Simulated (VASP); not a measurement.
P:

```xyz
2
Lattice="1.7257 0.9963 3.1297 -1.7257 0.9963 3.1297 0.0000 -1.9927 3.1297" Properties=species:S:1:pos:R:3 pbc="T T T"
P     0.0000    0.0000    2.1321
P     0.0000    0.0000    7.2570
```

This isn't the form of P at room conditions, which is orthorhombic.

| Item | Value |
| --- | --- |
| Program | VASP 6.6.1 |
| Task | relaxation of cell and atoms |
| Functional | PBE |
| Dispersion | D3(BJ) |
| Potentials or basis | VASP PAW PBE potentials, release 64 (P) |
| Cutoff | 600 eV |
| k mesh | 15 × 15 × 13 |
| Occupations | methfessel-paxton, width 0.1 eV |
| Spin | no spin polarisation |

At the start: pressure -3.0 GPa; volume 16.14 Å³/atom.

How do energy, volume and symmetry change on relaxing?

Over 12 steps the energy falls by 23.9 meV/atom and the volume is 14.75 Å³/atom (-8.6 %); space group R-3m (No. 166, to 0.05 Å).

Step by step:
| step | energy change (eV) | largest force (eV/Å) | pressure (GPa) | volume (Å³) |
| --- | --- | --- | --- | --- |
| 1 | 0.0000 | 0.2484 | -2.99 | 32.29 |
| 2 | -0.0208 | 0.3396 | 0.12 | 30.90 |
| 3 | -0.0222 | 0.3713 | 1.29 | 30.45 |
| 4 | -0.0370 | 0.0981 | 0.48 | 30.09 |
| 5 | -0.0423 | 0.1484 | -0.30 | 29.69 |
| 6 | -0.0473 | 0.0519 | 0.14 | 29.40 |
| 7 | -0.0474 | 0.0377 | 0.28 | 29.33 |
| 8 | -0.0474 | 0.0391 | 0.29 | 29.34 |
| 9 | -0.0477 | 0.0375 | -0.14 | 29.48 |
| 10 | -0.0477 | 0.0375 | -0.21 | 29.51 |
| 11 | -0.0478 | 0.0112 | 0.07 | 29.51 |
| 12 | -0.0478 | 0.0001 | -0.02 | 29.51 |

Final structure:
```cif
data_structure
_symmetry_space_group_name_H-M 'P 1'
_symmetry_Int_Tables_number 1
_cell_length_a 3.5153
_cell_length_b 3.5153
_cell_length_c 3.5153
_cell_angle_alpha 58.285
_cell_angle_beta 58.285
_cell_angle_gamma 58.285
_cell_volume 29.51
loop_
_atom_site_label
_atom_site_type_symbol
_atom_site_fract_x
_atom_site_fract_y
_atom_site_fract_z
_atom_site_occupancy
P1 P 0.23399 0.23399 0.23399 1
P2 P 0.76601 0.76601 0.76601 1
```

Caveat: pairwise dispersion overbinds metals, which lowers pressure and volume.
